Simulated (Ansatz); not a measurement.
**NiAl/LiH/NiAl under bias**

Aim: the current through NiAl/LiH/NiAl at finite bias, with the potential solved under that bias. Both electrodes are NiAl B2(001); the barrier is LiH rock salt(001) (non-polar). In the first transport cell, after relaxation, the nearest pair of electrode and barrier is Ni–Li at 3.10 Å, along the normal, at the lower face and Ni–Li at 3.10 Å, along the normal, at the upper one. All share a net of side 2.863 Å, which strains the lower electrode by -0.9 % and the barrier by +1.0 %, against typed lattice constants near PBE's. The first steps treat the bulk electrodes alone.

Calculated with Ansatz 0.2.0; PBE DFT, plane waves, PAW files, in the first sound run; inputs show where later runs differ.

Report form: the programs' logs are mostly left out.

## (1) The starting structure

It takes space group P4/mmm (No. 123, tetragonal). The conventional cell has a = 2.863 Å, b = 2.863 Å, c = 2.909 Å, α = 90.00°, β = 90.00°, γ = 90.00°. Ni has 8 Al at 2.49 Å nearest. Nearest to Al lie 8 Ni at 2.49 Å. Farther neighbours are not listed.

## (2) The strained electrode

The electrode is held to the junction's net and relaxed along the normal; its spacing is used for the ideal lead layers.

Contents of input.yaml:

```yaml
crystal:
  lattice:
    - [2.863, 0.0, 0.0]
    - [0.0, 2.863, 0.0]
    - [0.0, 0.0, 2.9089]
  atoms:
    - { symbol: Ni, position: [0.0, 0.0, 0.0] }
    - { symbol: Al, position: [0.5, 0.5, 0.5] }
kpoints:
  mp_grid: { grid: [12, 12, 11] }
scf:
  occupations: { method: fermi_dirac, width: 0.1 }
  max_iter: 150
hamiltonian:
  xc: pbe
relax:
  f_tol: 0.01
  max_steps: 40
  cell: { fix: [a, b, angles] }
```

Launch:

```
$ ansatz run input.yaml --threads 4 --pin off --max-ram 16384MiB --backend cpu --events-out ev --progress --plain --runs-dir out
```

Wall time 3.3 s (4 threads of Arm Neoverse V1, shared host); peak memory 0.36 GiB; 12 s of CPU time.

This run has no spin polarisation, although Ni can carry a moment.

Relaxation path:

| step | energy less that of the first step (eV) | largest force component (eV/Å) | pressure (GPa) | volume (Å³) |
| --- | --- | --- | --- | --- |
| 1 | 0.0000 | 0.0000 | 2.61 | 23.84 |
| 2 | -0.0012 | 0.0000 | 1.73 | 23.97 |
| 3 | -0.0015 | 0.0000 | 0.95 | 24.08 |
| 4* | -0.0016 | 0.0000 | 0.95 | 24.08 |

Relaxation steps marked * repeat the geometry before them on a plane-wave basis chosen anew for their cell, so energy and pressure can jump there.

The run keeps the 16 symmetry operations that it works with, so distortions that break them were not tested.

| conventional cell, symmetrised | before | after | change |
| --- | --- | --- | --- |
| a (Å) | 2.863 | 2.863 | +0.0 % |
| b (Å) | 2.863 | 2.863 | +0.0 % |
| c (Å) | 2.909 | 2.938 | +1.0 % |
| volume (Å³/atom) | 11.92 | 12.04 | +1.0 % |

Final coordinates:

```cif
data_structure
_symmetry_space_group_name_H-M 'P 1'
_symmetry_Int_Tables_number 1
_cell_length_a 2.8630
_cell_length_b 2.8630
_cell_length_c 2.9381
_cell_angle_alpha 90.000
_cell_angle_beta 90.000
_cell_angle_gamma 90.000
_cell_volume 24.08
loop_
_atom_site_label
_atom_site_type_symbol
_atom_site_fract_x
_atom_site_fract_y
_atom_site_fract_z
_atom_site_occupancy
Ni1 Ni 0.00000 0.00000 0.00000 1
Al2 Al 0.50000 0.50000 0.50000 1
```

This step gave:

```yaml
free_energy: -6378.5426 eV
fermi_energy: 13.88 eV
pressure: 0.9537 GPa
```

## (3) Relaxation

System of this step: NiAl/LiH/NiAl. The cell holds 16 atoms: 4 Al, 4 Ni, 4 H and 4 Li. Its edges and angles: a = 2.863 Å, b = 2.863 Å, c = 35.841 Å, α = 90.0°, β = 90.0°, γ = 90.0°. Vacuum lies along c.

Tunnelling depends exponentially on distance, so the interfaces are relaxed first. A short slab in vacuum serves: only the barrier and the layers next to it are taken over, and later cells can add or drop layers in the barrier's middle. The dipole correction removes the field that unlike faces would set up across the vacuum.

Contents of input.yaml:

```yaml
crystal:
  lattice:
    - [2.863, 0.0, 0.0]
    - [0.0, 2.863, 0.0]
    - [0.0, 0.0, 35.8408618995]
  atoms:
    - { symbol: Al, position: [0.5, 0.5, 0.2232089179] }
    - { symbol: Ni, position: [0.0, 0.0, 0.2637896942] }
    - { symbol: Al, position: [0.5, 0.5, 0.3043704705] }
    - { symbol: Ni, position: [0.0, 0.0, 0.3449512468] }
    - { symbol: H, position: [0.5, 0.5, 0.4166571117] }
    - { symbol: Li, position: [0.0, 0.0, 0.4166571117] }
    - { symbol: H, position: [0.0, 0.0, 0.4722190372] }
    - { symbol: Li, position: [0.5, 0.5, 0.4722190372] }
    - { symbol: H, position: [0.5, 0.5, 0.5277809628] }
    - { symbol: Li, position: [0.0, 0.0, 0.5277809628] }
    - { symbol: H, position: [0.0, 0.0, 0.5833428883] }
    - { symbol: Li, position: [0.5, 0.5, 0.5833428883] }
    - { symbol: Ni, position: [0.5, 0.5, 0.6550487532] }
    - { symbol: Al, position: [0.0, 0.0, 0.6956295295] }
    - { symbol: Ni, position: [0.5, 0.5, 0.7362103058] }
    - { symbol: Al, position: [0.0, 0.0, 0.7767910821] }
kpoints:
  mp_grid: { grid: [8, 8, 1] }
scf:
  occupations: { method: fermi_dirac, width: 0.1 }
  max_iter: 150
hamiltonian:
  xc: pbe
efield:
  axis: 3
  dipole_correction: true
relax:
  f_tol: 0.04
  max_steps: 60
output:
  forces: true
```

Elapsed: 38 s, on 4 threads; peak memory 0.82 GiB; 2.5 min of CPU time.

Step by step:

| step | energy less that of the first step (eV) | largest force component (eV/Å) |
| --- | --- | --- |
| 1 | 0.0000 | 0.9266 |
| 2 | -0.1639 | 0.5970 |
| 3 | -0.2514 | 0.1506 |
| 4 | -0.2684 | 0.1279 |
| 5 | -0.2784 | 0.0601 |
| 6 | -0.2792 | 0.0140 |

The run keeps the 8 symmetry operations that it works with, so distortions that break them were not tested.

The atoms that moved most (Å):

| atom | dx | dy | dz | length |
| --- | --- | --- | --- | --- |
| Ni2 | 0.000 | 0.000 | -0.502 | 0.502 |
| Ni15 | 0.000 | 0.000 | 0.502 | 0.502 |
| Ni4 | 0.000 | 0.000 | -0.491 | 0.491 |
| Ni13 | 0.000 | 0.000 | 0.491 | 0.491 |
| Al1 | 0.000 | 0.000 | -0.390 | 0.390 |
| Al16 | 0.000 | 0.000 | 0.390 | 0.390 |
| Al3 | 0.000 | 0.000 | -0.356 | 0.356 |
| Al14 | 0.000 | 0.000 | 0.356 | 0.356 |

Numbers from this step:

```yaml
free_energy: -26394.8161 eV
fermi_energy: 3.098 eV
```

The largest force component on a free atom ends at 0.014 eV/Å. At one or more of this run's solves the program warned of density in the dipole ramp over its bound, where dipole, forces and levels can be off.

## (4) Current under bias

This step: PBE DFT, plane waves, PAW files; current against voltage, self-consistent between two reservoirs (Ansatz 0.2.0).

System of this step: NiAl/LiH/NiAl. The cell holds 36 atoms: 16 Ni, 14 Al, 3 H and 3 Li. Its edges and angles: a = 2.863 Å, b = 2.863 Å, c = 64.949 Å, α = 90.0°, β = 90.0°, γ = 90.0°. Regions: left electrode, 15 atoms (8 Ni and 7 Al); barrier, 6 atoms (3 H and 3 Li); right electrode, 15 atoms (8 Ni and 7 Al). Vacuum lies along c.

Under bias the potential drop changes the barrier, so density and potential are solved anew at each voltage between two reservoirs. The leads must hold the reservoirs as well as the screening charge.

Contents of input.yaml:

```yaml
crystal:
  lattice:
    - [2.863, 0.0, 0.0]
    - [0.0, 2.863, 0.0]
    - [0.0, 0.0, 64.9490408847]
  atoms:
    - { symbol: Ni, position: [0.0, 0.0, 0.1077768032] }
    - { symbol: Al, position: [0.5, 0.5, 0.1303951789] }
    - { symbol: Ni, position: [0.0, 0.0, 0.1530135545] }
    - { symbol: Al, position: [0.5, 0.5, 0.1756319301] }
    - { symbol: Ni, position: [0.0, 0.0, 0.1982503058] }
    - { symbol: Al, position: [0.5, 0.5, 0.2208686814] }
    - { symbol: Ni, position: [0.0, 0.0, 0.243487057] }
    - { symbol: Al, position: [0.5, 0.5, 0.2661054327] }
[... 24 atom lines left out ...]
    - { symbol: Al, position: [0.5, 0.5, 0.8243680699] }
    - { symbol: Ni, position: [0.0, 0.0, 0.8469864455] }
    - { symbol: Al, position: [0.5, 0.5, 0.8696048211] }
    - { symbol: Ni, position: [0.0, 0.0, 0.8922231968] }
kpoints:
  mp_grid: { grid: [10, 10, 1] }
scf:
  occupations: { method: fermi_dirac, width: 0.1 }
  max_iter: 150
hamiltonian:
  xc: pbe
output:
  current_voltage:
    bias: [0.2, 1.0, -0.2, -1.0]
    kmesh: [18, 18]
    leads: [[6, 8], [28, 30]]
    electrode_ends: [14, 21]
  write_potential: true
  write_density: true
  volumetric_format: npy
  elf: true
```

Run time: 34 min. Hardware: 4 threads; peak memory 4.8 GiB; 2.2 h of CPU time.

Numbers from this step:

```
free energy              : -101638.7880 eV
Fermi energy             : 8.535 eV
conductance at zero bias : 6.02e13 S/m²
```

Checks by voltage:

| bias (V) | current density (ampere/m²) | current on every other mesh point (ampere) | drop across the junction (V) | electrons moved | electrons in bound states | misfit, lower lead (eV) | misfit, upper lead (eV) | iterations |
| --- | --- | --- | --- | --- | --- | --- | --- | --- |
| -1 | -4.29e13 | -3.52e-6 | -0.9601 | -0.006986 | 0.02501 | 0.02381 | 0.02748 | 16 |
| -0.2 | -1.24e13 | -1.02e-6 | -0.1909 | -0.001678 | 0.008486 | 0.02619 | 0.02669 | 8 |
| 0 | 0 | 0 | 0 | 0 | 0 | 0.02676 | 0.02677 | 9 |
| 0.2 | 1.25e13 | 1.02e-6 | 0.1909 | 0.001614 | 0.008572 | 0.02667 | 0.0262 | 10 |
| 1 | 4.28e13 | 3.51e-6 | 0.9603 | 0.007011 | 0.02466 | 0.02741 | 0.02381 | 16 |

Cell area 8.197 Å^2. Table of current through one cell by bias:

| bias (V) | current through one cell (μA) |
| --- | --- |
| -1.000 | -3.52 |
| -0.200 | -1.02 |
| 0.000 | 0 |
| 0.200 | 1.02 |
| 1.000 | 3.51 |

Bias 0 V. Table of transmission and channels, zone mean by energy, zero at the mean Fermi level:

| energy (eV) | transmission | channels, left | channels, right |
| --- | --- | --- | --- |
| -0.259 | 0.153 | 1.10 | 1.10 |
| -0.233 | 0.137 | 1.12 | 1.12 |
| -0.207 | 0.125 | 1.10 | 1.10 |
| -0.181 | 0.114 | 1.10 | 1.10 |
| -0.155 | 0.104 | 1.05 | 1.05 |
| -0.129 | 0.0951 | 0.985 | 0.985 |
| -0.103 | 0.0869 | 0.985 | 0.985 |
| -0.078 | 0.0797 | 0.997 | 0.997 |
| -0.052 | 0.0733 | 1.01 | 1.01 |
| -0.026 | 0.0677 | 1.01 | 1.01 |
| 0.000 | 0.0627 | 1.05 | 1.05 |
| 0.026 | 0.0583 | 1.07 | 1.07 |
| 0.052 | 0.0544 | 1.07 | 1.07 |
| 0.078 | 0.0509 | 1.02 | 1.02 |
| 0.103 | 0.0478 | 1.05 | 1.05 |
| 0.129 | 0.0450 | 1.05 | 1.05 |
| 0.155 | 0.0425 | 1.03 | 1.03 |
| 0.181 | 0.0402 | 1.01 | 1.01 |
| 0.207 | 0.0381 | 1.03 | 1.03 |
| 0.233 | 0.0363 | 0.985 | 0.985 |
| 0.259 | 0.0347 | 0.935 | 0.935 |

Bias 1 V. The transmission and channels, zone mean by energy, zero at the mean Fermi level:

| energy (eV) | transmission | channels, left | channels, right |
| --- | --- | --- | --- |
| -0.776 | 0.0114 | 0.590 | 1.15 |
| -0.750 | 0.0219 | 0.590 | 1.12 |
| -0.698 | 0.00291 | 0.528 | 1.10 |
| -0.620 | 0.00279 | 0.404 | 0.985 |
| -0.543 | 0.00240 | 0.358 | 1.01 |
| -0.491 | 0.00424 | 0.410 | 1.03 |
| -0.414 | 9.3e-4 | 0.432 | 1.02 |
| -0.336 | 7.4e-4 | 0.617 | 1.03 |
| -0.259 | 0.0233 | 0.892 | 0.985 |
| -0.181 | 0.0643 | 1.04 | 0.935 |
| -0.103 | 0.105 | 1.08 | 0.861 |
| -0.078 | 0.107 | 1.15 | 0.861 |
| -0.026 | 0.0977 | 1.08 | 0.861 |
| 0.000 | 0.0906 | 1.06 | 0.861 |
| 0.026 | 0.0832 | 1.07 | 0.873 |
| 0.103 | 0.0641 | 1.10 | 0.886 |
| 0.181 | 0.0507 | 1.12 | 0.861 |
| 0.259 | 0.0415 | 1.10 | 0.849 |
| 0.336 | 0.0348 | 0.985 | 0.775 |
| 0.414 | 0.0296 | 1.02 | 0.75 |
| 0.491 | 0.0264 | 1.07 | 0.75 |
| 0.543 | 0.0247 | 1.02 | 0.701 |
| 0.620 | 0.0224 | 1.03 | 0.639 |
| 0.698 | 0.0210 | 0.985 | 0.627 |
| 0.776 | 0.0199 | 0.935 | 0.614 |

Bias -1 V. Transmission and channels, zone mean against energy, zero at the mean Fermi level:

| energy (eV) | transmission | channels, left | channels, right |
| --- | --- | --- | --- |
| -0.776 | 0.0143 | 1.15 | 0.590 |
| -0.724 | 0.00461 | 1.10 | 0.540 |
| -0.672 | 0.00104 | 1.10 | 0.528 |
| -0.620 | 0.00262 | 0.985 | 0.404 |
| -0.569 | 0.00823 | 0.997 | 0.423 |
| -0.517 | 0.00115 | 1.01 | 0.383 |
| -0.465 | 8.3e-4 | 1.07 | 0.407 |
| -0.414 | 9.1e-4 | 1.02 | 0.432 |
| -0.336 | 7.6e-4 | 1.03 | 0.617 |
| -0.284 | 0.0181 | 1.03 | 0.892 |
| -0.233 | 0.0358 | 0.935 | 0.941 |
| -0.181 | 0.0664 | 0.935 | 1.04 |
| -0.129 | 0.0978 | 0.960 | 1.13 |
| -0.078 | 0.107 | 0.861 | 1.15 |
| -0.026 | 0.0972 | 0.861 | 1.08 |
| 0.000 | 0.0899 | 0.861 | 1.06 |
| 0.026 | 0.0825 | 0.873 | 1.07 |
| 0.078 | 0.0692 | 0.886 | 1.06 |
| 0.129 | 0.0585 | 0.886 | 1.10 |
| 0.181 | 0.0502 | 0.861 | 1.12 |
| 0.233 | 0.0439 | 0.849 | 1.12 |
| 0.284 | 0.0388 | 0.849 | 1.10 |
| 0.336 | 0.0345 | 0.775 | 0.985 |
| 0.414 | 0.0294 | 0.75 | 1.02 |
| 0.465 | 0.0272 | 0.75 | 1.03 |
| 0.517 | 0.0254 | 0.701 | 1.07 |
| 0.569 | 0.0236 | 0.701 | 1.02 |
| 0.620 | 0.0223 | 0.639 | 1.03 |
| 0.672 | 0.0213 | 0.627 | 1.03 |
| 0.724 | 0.0205 | 0.627 | 0.935 |
| 0.776 | 0.0198 | 0.614 | 0.935 |

Hartree potential energy less that at 0 V, planar mean against z:

| z (Å) | 0.2 V (eV) | 1 V (eV) | -0.2 V (eV) | -1 V (eV) |
| --- | --- | --- | --- | --- |
| 0.0 | -8.9e-4 | 0.00585 | -7.2e-4 | 0.00606 |
| 2.5 | 0.0455 | 0.238 | -0.0468 | -0.225 |
| 5.0 | 0.0899 | 0.458 | -0.0896 | -0.443 |
| 7.5 | 0.101 | 0.510 | -0.0986 | -0.487 |
| 10.0 | 0.100 | 0.509 | -0.0990 | -0.488 |
| 12.5 | 0.0989 | 0.505 | -0.0980 | -0.487 |
| 15.0 | 0.0968 | 0.496 | -0.0948 | -0.475 |
| 17.5 | 0.0957 | 0.488 | -0.0936 | -0.469 |
| 20.0 | 0.0958 | 0.486 | -0.0943 | -0.472 |
| 22.5 | 0.0952 | 0.481 | -0.0943 | -0.473 |
| 25.0 | 0.0974 | 0.492 | -0.0963 | -0.476 |
| 27.5 | 0.100 | 0.503 | -0.0988 | -0.486 |
| 30.0 | 0.0424 | 0.195 | -0.0477 | -0.319 |
| 32.5 | -0.00384 | -0.0717 | -0.00486 | -0.0707 |
| 35.0 | -0.0492 | -0.320 | 0.0403 | 0.199 |
| 37.5 | -0.0989 | -0.486 | 0.100 | 0.502 |
| 40.0 | -0.0965 | -0.477 | 0.0976 | 0.493 |
| 42.5 | -0.0944 | -0.474 | 0.0953 | 0.481 |
| 45.0 | -0.0945 | -0.472 | 0.0959 | 0.486 |
| 47.5 | -0.0938 | -0.469 | 0.0959 | 0.489 |
| 50.0 | -0.0950 | -0.475 | 0.0970 | 0.496 |
| 52.5 | -0.0981 | -0.487 | 0.0989 | 0.505 |
| 55.0 | -0.0992 | -0.488 | 0.100 | 0.509 |
| 57.5 | -0.0988 | -0.488 | 0.101 | 0.511 |
| 60.0 | -0.0890 | -0.440 | 0.0894 | 0.455 |
| 62.5 | -0.0460 | -0.221 | 0.0448 | 0.233 |

Electrostatic potential energy in the ca plane at fractional y = 0.000, with atoms of Ni and Li and H within 0.2 Å of it. With pseudopotentials it is smooth inside the atoms' cores, unlike the true potential.

Ten even steps from '0' (-55 eV) to '9' (12 eV), each cell a mean:
```
48999855699857997557999961015998400279985001
79999987899999999878999985358999744689997535
99999999999999999999999999889999988999999888
99999999999999999999999999999999999999999999
99999999999999999999999999999999999999999999
89999998999999999889999997678999866799998767
69999866799989998668999973127999611379996213
48999744689726997446999950005898400169984000
```
Columns run along c (16.0 Å, from fractional 0.43 to 0.68 of the cell; values clipped at the 3rd and 97th percentile), rows up along a (2.9 Å). Atoms in or near the plane, at fractional coordinates: Li at (0.47, 0.00), H at (0.50, 0.00), Li at (0.53, 0.00), Ni at (0.58, 0.00), Ni at (0.62, 0.00), Ni at (0.67, 0.00).

ELF in the ca plane at fractional y = 0.000, with atoms of Ni and Li and H within 0.2 Å of it. It is the smooth field of the valence electrons, not physical close to the nuclei.

Values in units of 1e-1, 5 rows by 16 columns, each cell a mean:
```
 1.7  0.4  5.6  3.7  9.9  5.2  5.6  0.7  1.3  3.9  2.6  2.5  3.9  2.6  2.5  3.9
 1.5  0.6  0.5  1.5  6.3  2.5  0.5  0.6  1.3  1.9  3.5  3.5  2.1  3.9  3.5  2.1
 1.9  0.7  1.3  1.0  1.7  1.1  1.3  0.8  1.5  2.9  4.4  4.3  3.1  4.7  4.4  3.1
 1.4  0.5  0.6  2.2  8.7  3.6  0.6  0.4  1.2  2.1  3.0  3.0  2.2  3.3  3.0  2.2
 1.8  0.5  8.2  4.3 10.0  5.4  8.1  1.1  1.4  4.8  2.6  2.5  4.9  2.5  2.5  4.9
```
Columns run along c (16.0 Å, from fractional 0.43 to 0.68 of the cell), rows up along a (2.9 Å). Atoms in or near the plane, at fractional coordinates: Li at (0.47, 0.00), H at (0.50, 0.00), Li at (0.53, 0.00), Ni at (0.58, 0.00), Ni at (0.62, 0.00), Ni at (0.67, 0.00).

Valence density in the ca plane at fractional y = 0.000, with atoms of Ni and Li and H within 0.2 Å of it. It is the smooth field of the valence electrons, not physical close to the nuclei.

Ten steps, logarithmic in the rise over the least value, from '0' (0 e/Å³) to '9' (46 e/Å³), each cell a mean:
```
26874100258841012787300001441001210024400000
13442100124421001343100000110000100001000000
01111000011110001111000000000000000000000000
00000000000000000000000000000000000000000000
00110000001100000100000000000000000000000000
11221000112210001222000000000000000000000000
14763100147631012575200000230001110013200000
27994100269951013898300002552002310035510000
```
Columns run along c (16.0 Å, from fractional 0.32 to 0.57 of the cell), rows up along a (2.9 Å). Atoms in or near the plane, at fractional coordinates: Ni at (0.33, 0.00), Ni at (0.38, 0.00), Ni at (0.42, 0.00), Li at (0.47, 0.00), H at (0.50, 0.00), Li at (0.53, 0.00).

All 5 points reached self-consistency. On every other mesh point the currents change by up to 0 %. The leads' potential repeats within 27 meV.

(Part 1 of 2 ends here.)

[Logs are printed without paths, hosts, clocks, repeated set-up lines and the standing remarks that a program may print on its own settings, such as how far it seeks lower states.]

[Hosts, paths, dates, database ids (printed as entryN), source tags and the programs' standing remarks are cut or masked in the printed files.]
